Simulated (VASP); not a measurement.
# Tl (C2/m) in VASP: a series of runs

The runs below take Tl through single point, with PBE.

Program: VASP 6.6.1. These are calculated values, not measurements. Logs are shortened: lines on timing, memory, paths and dates and some standing lists are left out, and cuts for length are marked.

**1. Starting point**

It takes space group C2/m (No. 12, monoclinic). The conventional cell has a = 10.754 Å, b = 7.862 Å, c = 6.632 Å, α = 90.00°, β = 112.43°, γ = 90.00°. Tl (site symmetry m) is surrounded by 7 Tl at 3.28 to 3.47 Å. Tl (site symmetry m) has 7 Tl at 3.28 to 3.48 Å as nearest neighbours. Tl (site symmetry 1) has 7 Tl at 3.28 to 3.48 Å as nearest neighbours.

The cell was built by a generator and needn't be a form met in nature.

**2. Single point, PBE**

File INCAR:

```
SYSTEM = Tl
PREC = Accurate
ENCUT = 520
EDIFF = 1E-6
ISMEAR = 0
SIGMA = 0.1
LREAL = .False.
LASPH = .True.
NELM = 100
ALGO = Fast
ISIF = 2
LWAVE = .False.
LCHARG = .True.
GGA = PE
LELF = .True.
LVHAR = .True.
NBANDS = 62
```

File KPOINTS:

```
Automatic mesh
0
Gamma
  4 4 4
  0 0 0
```

File POSCAR:

```
Tl
1.0
    5.3746788512     -3.9311320334     -0.1581447876
    5.3746788512      3.9311320334     -0.1581447876
   -2.3496580985      0.0000000000      6.2023007091
Tl
8
Direct
    0.8132864748      0.8132864748      0.2701114338
    0.1867135252      0.1867135252      0.7298885662
    0.3089907168      0.3089907168      0.2642488604
    0.6910092832      0.6910092832      0.7357511396
    0.8085896107      0.3136329660      0.2671123908
    0.6863670340      0.1914103893      0.7328876092
    0.1914103893      0.6863670340      0.7328876092
    0.3136329660      0.8085896107      0.2671123908
```

Potentials or basis: VASP PAW PBE potentials, release 64 (Tl_d).

The run is started by

```sh
cat potpaw_PBE.64/Tl_d/POTCAR > POTCAR
mpirun -np 1 vasp_std > vasp.out
```

OUTCAR:

```text
SYSTEM = Tl
   PREC = Accurate
   ENCUT = 520
   EDIFF = 1E-6
   ISMEAR = 0
   LREAL = .False.
   LASPH = .True.
   NELM = 100
   ISIF = 2
   GGA = PE

 ion  position               nearest neighbor table
   1  0.813  0.813  0.270-   4 3.28   5 3.33   8 3.33   8 3.33   5 3.33   6 3.47   7 3.47   4 3.79
                             3 3.93   3 3.93   2 4.01
   2  0.187  0.187  0.730-   3 3.28   7 3.33   6 3.33   6 3.33   7 3.33   5 3.47   8 3.47   3 3.79
                             4 3.93   4 3.93   1 4.01
   3  0.309  0.309  0.264-   2 3.28   8 3.33   5 3.33   8 3.33   5 3.33   6 3.48   7 3.48   2 3.79
                             1 3.93   1 3.93   4 4.11
   4  0.691  0.691  0.736-   1 3.28   6 3.33   7 3.33   6 3.33   7 3.33   5 3.48   8 3.48   1 3.79
                             2 3.93   2 3.93   3 4.11
   5  0.809  0.314  0.267-   6 3.28   1 3.33   3 3.33   3 3.33   1 3.33   2 3.47   4 3.48   6 3.79
                             8 3.89   8 3.97   7 4.06
   6  0.686  0.191  0.733-   5 3.28   2 3.33   4 3.33   4 3.33   2 3.33   1 3.47   3 3.48   5 3.79
                             7 3.89   7 3.97   8 4.06
   7  0.191  0.686  0.733-   8 3.28   2 3.33   4 3.33   4 3.33   2 3.33   1 3.47   3 3.48   8 3.79
                             6 3.89   6 3.97   5 4.06
   8  0.314  0.809  0.267-   7 3.28   1 3.33   3 3.33   3 3.33   1 3.33   2 3.47   4 3.48   7 3.79
                             5 3.89   5 3.97   6 4.06

  LATTYP: Found a base centered monoclinic cell.
 ALAT       =    10.7540099549
 B/A-ratio  =     0.7311006871
 C/A-ratio  =     0.6167422767
 COS(beta)  =    -0.3816174198

  Lattice vectors:

 A1 = (   5.3746788512,  -3.9311320334,  -0.1581447876)
 A2 = (   5.3746788512,   3.9311320334,  -0.1581447876)
 A3 = (  -2.3496580985,   0.0000000000,   6.2023007091)

Analysis of symmetry for initial positions (statically):
=====================================================================
 Subroutine PRICEL returns:
 Original cell was already a primitive cell.

 Routine SETGRP: Setting up the symmetry group for a
 base centered monoclinic supercell.

 Subroutine GETGRP returns: Found  4 space group operations
 (whereof  4 operations were pure point group operations)
 out of a pool of  4 trial point group operations.

The static configuration has the point symmetry C_2h.

Analysis of symmetry for dynamics (positions and initial velocities):
=====================================================================
 Subroutine PRICEL returns:
 Original cell was already a primitive cell.

 Routine SETGRP: Setting up the symmetry group for a
 base centered monoclinic supercell.
[... 125 lines left out ...]
   TEBEG  =    0.0;   TEEND  =   0.0 temperature during run
   PSTRESS=    0.0 pullay stress
   NELECT =     104.0000    total number of electrons
   NUPDOWN=      -1.0000    fix difference up-down
   EMIN   =  10.00;   EMAX   =-10.00  energy-range for DOS
   EFERMI =   0.00;   METHOD = LEGACY
   ISMEAR =     0;   SIGMA  =   0.10  broadening in eV -4-tet -1-fermi 0-gaus
   EFERMI_NEDOS =   21; number of points for ismear=-14 and -15
   IALGO  =     68    algorithm
   IMIX   =      4    mixing-type and parameters
     AMIX     =   0.40;   BMIX     =  1.00
     AMIX_MAG =   1.60;   BMIX_MAG =  1.00
  volume/ion in A,a.u.               =      32.40       218.62
  Fermi-wavevector in a.u.,A,eV,Ry     =   1.207511  2.281865 19.838415  1.458082
  Thomas-Fermi vector in A             =   2.343146
   LORBIT       =      0    0 simple, 1 ext, 2 COOP (PROOUT), +10 PAW based schemes
   GGA     = PE    functional components
   LHFCALC =     F    Hartree Fock is set to
   AEXX    =    0.0000 exact exchange contribution
   IVDW    =     0    specifies the selected vdW correction
   LEPSILON=     F    determine dielectric tensor
   LRPA    =     F    only Hartree local field effects (RPA)
 non-spin polarized calculation
 RMM-DIIS sequential band-by-band and
 Gauss-broadening in eV      SIGMA  =   0.10
  energy-cutoff  :      520.00
  volume of cell :      259.17
 maximum number of plane-waves:      7009
 NGX is ok and might be reduce to    50

 number of electron     104.0000000 magnetization

 Free energy of the ion-electron system (eV)
  ---------------------------------------------------
  ext. energy  EPLUGINS =         0.00000000
  ---------------------------------------------------
  free energy    TOTEN  =       -17.57398473 eV

  energy without entropy =      -17.56635059  energy(sigma->0) =      -17.57016766

 E-fermi :   5.5378     XC(G=0):  -9.5367

 val. band max:        5.4069921757   @ k =   0.5000   0.5000   0.5000
 cond. band min:       5.5650332966   @ k =   0.5000   0.5000   0.0000
 fundamental gap:      0.1580411209
 Fermi energy:         5.5378426209

 k-point     1 :       0.0000    0.0000    0.0000
  band No.  band energies     occupation
      1      -6.4469      2.00000
      2      -6.4469      2.00000
      3      -6.4381      2.00000
      4      -6.4218      2.00000
      5      -6.4141      2.00000
      6      -6.4118      2.00000
[... 1549 lines left out ...]
     61       9.2290      0.00000
     62       9.2300      0.00000

------------------------ aborting loop because EDIFF is reached ----------------------------------------

  FORCE on cell =-STRESS in cart. coord.  units (eV):
  Direction    XX          YY          ZZ          XY          YZ          ZX
  --------------------------------------------------------------------------------------
  -------------------------------------------------------------------------------------
  Total       -0.0567880     -0.0701523     -0.3299257      0.0000000      0.0000000      0.1166815
  in kB       -0.3510607     -0.4336783     -2.0395856      0.0000000      0.0000000      0.7213197
  external PRESSURE =      -0.9414415 kB  Pullay stress =       0.0000000 kB

 VOLUME and BASIS-vectors are now :
 -----------------------------------------------------------------------------
  energy-cutoff  :      520.00
  volume of cell :      259.17
      direct lattice vectors                 reciprocal lattice vectors
     5.374678851 -3.931132033 -0.158144788     0.094077487 -0.127189826  0.035639989
     5.374678851  3.931132033 -0.158144788     0.094077487  0.127189826  0.035639989
    -2.349658098  0.000000000  6.202300709     0.004797531  0.000000000  0.163047973

 POSITION                                       TOTAL-FORCE (eV/Angst)
 -----------------------------------------------------------------------------------
      8.10764      0.00000      1.41808        -0.004751     -0.000000      0.001692
      0.29206      0.00000      4.46793         0.004751     -0.000000     -0.001692
      2.70056      0.00000      1.54122        -0.000715     -0.000000      0.005778
      5.69914      0.00000      4.34479         0.000715     -0.000000     -0.005778
      5.40396     -1.94574      1.47924        -0.002011     -0.000357      0.004603
      2.99574     -1.94574      4.40677         0.002011     -0.000357     -0.004603
      2.99574      1.94574      4.40677         0.002011      0.000357     -0.004603
      5.40396      1.94574      1.47924        -0.002011      0.000357      0.004603
 -----------------------------------------------------------------------------------
    total drift:                               -0.000000      0.000000     -0.000000

  FREE ENERGIE OF THE ION-ELECTRON SYSTEM (eV)
  ---------------------------------------------------
  free  energy   TOTEN  =       -17.5739847315 eV

  energy  without entropy=      -17.5663505871  energy(sigma->0) =      -17.57016766
```

stdout:

```text
POSCAR found type information on POSCAR Tl
 POSCAR found :  1 types and       8 ions
 scaLAPACK will be used
 LDA part: xc-table for (Slater+PW92), standard interpolation
 POSCAR, INCAR and KPOINTS ok, starting setup
 FFT: planning ... GRIDC
 FFT: planning ... GRID_SOFT
 FFT: planning ... GRID
 WAVECAR not read
 entering main loop
```

It took 5.6 min on 1 thread of Intel Xeon Platinum 8488C (Sapphire Rapids), shared host; peak memory 0.48 GiB.

Results:

- Free energy: -17.5740 eV
- Pressure: -0.1 GPa
- Largest force: 0.006 eV/Å
- Band gap on the k mesh: none (metal or under the smearing width)

Forces in eV/Å, atoms in the order of the input:
```
Tl  -0.005  0.000  0.002
Tl   0.005  0.000 -0.002
Tl  -0.001  0.000  0.006
Tl   0.001  0.000 -0.006
Tl  -0.002  0.000  0.005
Tl   0.002  0.000 -0.005
Tl   0.002  0.000 -0.005
Tl  -0.002  0.000  0.005
```

Levels at points of the mesh, in eV from the Fermi level:
```csv
k point,band 48,band 49,band 50,band 51,band 52,band 53,band 54,band 55,band 56,band 57
"(0.00, 0.00, 0.00)",-3.83,-2.81,-2.03,-2.03,-1.58,-1.58,-1.36,-0.74,1.56,2.05
"(0.50, 0.00, 0.00)",-4.50,-1.37,-1.35,-1.28,-1.26,0.18,0.20,1.57,1.57,2.46
"(0.50, 0.50, 0.00)",-4.37,-0.39,-0.39,0.03,0.03,0.96,0.96,1.57,1.58,2.01
"(0.00, 0.00, 0.50)",-2.40,-1.93,-1.88,-1.88,-1.69,-1.67,0.58,1.42,1.44,1.98
"(0.50, 0.00, 0.50)",-3.88,-0.83,-0.81,-0.45,-0.43,0.75,0.77,1.41,1.42,1.47
"(0.50, 0.50, 0.50)",-5.90,-0.13,-0.13,0.33,0.33,1.03,1.03,2.61,2.61,3.39
```

**3. Single point, PBE**

This run uses another cell than the first one: it holds 6 atoms, not 8.

File INCAR:

```
ALGO = Fast ; EDIFF = 1E-6
ENCUT = 520 ; GGA = PE
ISIF = 2 ; ISMEAR = 0
LASPH = True ; LCHARG = False
LREAL = False ; LWAVE = False
NBANDS = 48 ; NELM = 100
PREC = Accurate ; SIGMA = 0.1
```

File KPOINTS:

```
k-points
0
Gamma
  4 4 4
```

File POSCAR:

```
Tl
1.0
    5.7965060289      0.0000000000      0.0000000000
    0.0000000000      6.3003505206      0.0000000000
   -2.6000486598      0.0000000000      5.7317771546
Tl
6
Direct
    0.0000000000      0.0000000000      0.0000000000
    0.0000000000      0.5000000000      0.5000000000
    0.4250000000      0.3600000000      0.2650000000
    0.5750000000      0.8600000000      0.2350000000
    0.5750000000      0.6400000000      0.7350000000
    0.4250000000      0.1400000000      0.7650000000
```

Potentials or basis: VASP PAW PBE potentials, release 64 (Tl_d).

The run is started by

```sh
cat potpaw_PBE.64/Tl_d/POTCAR > POTCAR
mpirun -np 1 vasp_std > vasp.out
```

OUTCAR:

```text
EDIFF = 1E-6
   ENCUT = 520
   GGA = PE
   ISIF = 2
   ISMEAR = 0
   LASPH = True
   LREAL = False
   NELM = 100
   PREC = Accurate

 ion  position               nearest neighbor table
   1  0.000  0.000  0.000-   4 3.16   6 3.16   5 3.26   3 3.26   6 3.47   4 3.47
   2  0.000  0.500  0.500-   5 3.16   3 3.16   6 3.26   4 3.26   3 3.47   5 3.47
   3  0.425  0.360  0.265-   2 3.16   5 3.24   1 3.26   4 3.29   4 3.29   6 3.44   6 3.44   2 3.47

   4  0.575  0.860  0.235-   1 3.16   6 3.24   2 3.26   3 3.29   3 3.29   5 3.44   5 3.44   1 3.47

   5  0.575  0.640  0.735-   2 3.16   3 3.24   1 3.26   6 3.29   6 3.29   4 3.44   4 3.44   2 3.47

   6  0.425  0.140  0.765-   1 3.16   4 3.24   2 3.26   5 3.29   5 3.29   3 3.44   3 3.44   1 3.47

  LATTYP: Found a simple monoclinic cell.
 ALAT       =     5.7965060289
 B/A-ratio  =     1.0869221026
 C/A-ratio  =     1.0858140041
 COS(beta)  =    -0.4131043283

  Lattice vectors:

 A1 = (   5.7965060289,   0.0000000000,   0.0000000000)
 A2 = (   0.0000000000,   6.3003505206,   0.0000000000)
 A3 = (  -2.6000486598,   0.0000000000,   5.7317771546)

Analysis of symmetry for initial positions (statically):
=====================================================================
 Subroutine PRICEL returns:
 Original cell was already a primitive cell.

 Routine SETGRP: Setting up the symmetry group for a
 simple monoclinic supercell.

 Subroutine GETGRP returns: Found  4 space group operations
 (whereof  2 operations were pure point group operations)
 out of a pool of  4 trial point group operations.

The static configuration has the point symmetry S_2 .
 The point group associated with its full space group is C_2h.

Analysis of symmetry for dynamics (positions and initial velocities):
=====================================================================
 Subroutine PRICEL returns:
 Original cell was already a primitive cell.

 Routine SETGRP: Setting up the symmetry group for a
 simple monoclinic supercell.

 Subroutine GETGRP returns: Found  4 space group operations
[... 137 lines left out ...]
   GGA     = PE    functional components
   LHFCALC =     F    Hartree Fock is set to
   AEXX    =    0.0000 exact exchange contribution
   IVDW    =     0    specifies the selected vdW correction
   LEPSILON=     F    determine dielectric tensor
   LRPA    =     F    only Hartree local field effects (RPA)
 non-spin polarized calculation
 RMM-DIIS sequential band-by-band and
 Gauss-broadening in eV      SIGMA  =   0.10
  energy-cutoff  :      520.00
  volume of cell :      209.32
 maximum number of plane-waves:      5659
 NGX is ok and might be reduce to    48

 number of electron      77.9999997 magnetization

 Free energy of the ion-electron system (eV)
  ---------------------------------------------------
  ext. energy  EPLUGINS =         0.00000000
  ---------------------------------------------------
  free energy    TOTEN  =       -12.19996249 eV

  energy without entropy =      -12.17964834  energy(sigma->0) =      -12.18980541

 E-fermi :   4.7601     XC(G=0):  -9.0948

 val. band max:        4.7600162754   @ k =   0.2500   0.2500   0.0000
 cond. band min:       4.7653970685   @ k =   0.2500   0.2500   0.2500
 fundamental gap:      0.0053807932
 Fermi energy:         4.7600753547

 k-point     1 :       0.0000    0.0000    0.0000
  band No.  band energies     occupation
      1      -7.2458      2.00000
      2      -7.1445      2.00000
      3      -7.0870      2.00000
      4      -7.0830      2.00000
      5      -7.0169      2.00000
      6      -6.9990      2.00000
[... 1213 lines left out ...]
     47       9.6482      0.00000
     48       9.6482      0.00000

 [... further k-points ...]

------------------------ aborting loop because EDIFF is reached ----------------------------------------

  FORCE on cell =-STRESS in cart. coord.  units (eV):
  Direction    XX          YY          ZZ          XY          YZ          ZX
  --------------------------------------------------------------------------------------
  -------------------------------------------------------------------------------------
  Total        1.7440504      1.9964967      1.4366384      0.0000000      0.0000000      0.8756454
  in kB       13.3490175     15.2812497     10.9960763      0.0000000      0.0000000      6.7022180
  external PRESSURE =      13.2087812 kB  Pullay stress =       0.0000000 kB

 VOLUME and BASIS-vectors are now :
 -----------------------------------------------------------------------------
  energy-cutoff  :      520.00
  volume of cell :      209.32
      direct lattice vectors                 reciprocal lattice vectors
     5.796506029  0.000000000  0.000000000     0.172517719  0.000000000  0.078257485
     0.000000000  6.300350521  0.000000000     0.000000000  0.158721328  0.000000000
    -2.600048660  0.000000000  5.731777155     0.000000000  0.000000000  0.174465959

 POSITION                                       TOTAL-FORCE (eV/Angst)
 -----------------------------------------------------------------------------------
      0.00000      0.00000      0.00000         0.000000      0.000000      0.000000
     -1.30002      3.15018      2.86589         0.000000      0.000000      0.000000
      1.77450      2.26813      1.51892        -0.191582     -0.027689     -0.299969
      2.72198      5.41830      1.34697         0.191582     -0.027689      0.299969
      1.42196      4.03222      4.21286         0.191582      0.027689      0.299969
      0.47448      0.88205      4.38481        -0.191582      0.027689     -0.299969
 -----------------------------------------------------------------------------------
    total drift:                               -0.000000     -0.000000      0.000000

  FREE ENERGIE OF THE ION-ELECTRON SYSTEM (eV)
  ---------------------------------------------------
  free  energy   TOTEN  =       -12.1999624853 eV

  energy  without entropy=      -12.1796483366  energy(sigma->0) =      -12.18980541
```

OSZICAR:

```text
N       E                     dE             d eps       ncg     rms          rms(c)
DAV:   1     0.451974529513E+03    0.45197E+03   -0.40829E+04  2888   0.149E+03
DAV:   2     0.755690937378E+00   -0.45122E+03   -0.43990E+03  3120   0.338E+02
DAV:   3    -0.122056337407E+02   -0.12961E+02   -0.12706E+02  3264   0.464E+01
DAV:   4    -0.123607035726E+02   -0.15507E+00   -0.15499E+00  3152   0.474E+00
DAV:   5    -0.123639880199E+02   -0.32844E-02   -0.32844E-02  3392   0.690E-01    0.503E+00
RMM:   6    -0.122301888681E+02    0.13380E+00   -0.20633E-01  2881   0.211E+00    0.335E+00
RMM:   7    -0.122019152724E+02    0.28274E-01   -0.17100E-01  2971   0.200E+00    0.935E-01
RMM:   8    -0.121999284041E+02    0.19869E-02   -0.19111E-02  3027   0.648E-01    0.757E-02
RMM:   9    -0.121999338623E+02   -0.54582E-05   -0.87617E-04  3181   0.153E-01    0.408E-02
RMM:  10    -0.121999610458E+02   -0.27183E-04   -0.17888E-04  3176   0.660E-02    0.937E-03
RMM:  11    -0.121999639138E+02   -0.28680E-05   -0.39211E-05  3314   0.280E-02    0.836E-03
RMM:  12    -0.121999624508E+02    0.14630E-05   -0.50267E-06  2271   0.102E-02    0.167E-03
RMM:  13    -0.121999624853E+02   -0.34539E-07   -0.11244E-06  1995   0.477E-03
   1 F= -.12199962E+02 E0= -.12189805E+02  d E =-.203141E-01
```

Run time: 3.5 min. Hardware: 1 thread of Intel Xeon Platinum 8259CL at 2.50GHz (Skylake/Cascade Lake), shared host; peak memory 0.43 GiB.

Results:

```
Free energy            : -12.2000 eV
Pressure               : 1.3 GPa
Largest force          : 0.357 eV/Å
Band gap on the k mesh : none (metal or under the smearing width)
```

Forces in eV/Å, atoms in the order of the input:
```
Tl   0.000  0.000  0.000
Tl   0.000  0.000  0.000
Tl  -0.192 -0.028 -0.300
Tl   0.192 -0.028  0.300
Tl   0.192  0.028  0.300
Tl  -0.192  0.028 -0.300
```

Stress tensor (GPa, compression positive):
```
1.33 0.00 0.67
0.00 1.53 0.00
0.67 0.00 1.10
```
